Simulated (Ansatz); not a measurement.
A run of Ansatz 0.2.0 is set up as follows.

Contents of input:

```
crystal:
  lattice:
    - [0.0, 3.611146, 3.611146]
    - [3.611146, 0.0, 3.611146]
    - [3.611146, 3.611146, 0.0]
  atoms:
    - { symbol: Te, position: [0.25, 0.25, 0.25] }
    - { symbol: Sn, position: [0.0, 0.0, 0.0] }
hamiltonian:
  xc: hse06
  pseudopotentials: { kind: paw }
kpoints:
  mp_grid: { grid: [4, 4, 4] }
  band_path:
    path:
      - [[0.0, 0.0, 0.0], [0.5, 0.0, 0.5], [0.5, 0.25, 0.75], [0.375, 0.375, 0.75], [0.0, 0.0, 0.0], [0.5, 0.5, 0.5], [0.625, 0.25, 0.625], [0.5, 0.25, 0.75], [0.5, 0.5, 0.5], [0.375, 0.375, 0.75]]
      - [[0.625, 0.25, 0.625], [0.5, 0.0, 0.5]]
    npoints: 4
scf:
  occupations: { method: fermi_dirac, width: 0.05 }
  n_extra_bands: 6
output:
  forces: true
  stress: true
  eigenvalues: true
  fatbands: false
```

(1) Estimate the band gap on the k mesh.

(2) Estimate the band gap along the path.

## Answers

(1) 0.38 eV, indirect (least direct gap 1.16 eV).

(2) 0.38 eV, indirect (least direct gap 1.16 eV).

Caveat: spin-orbit coupling is left out, which moves the levels of the heavy elements.
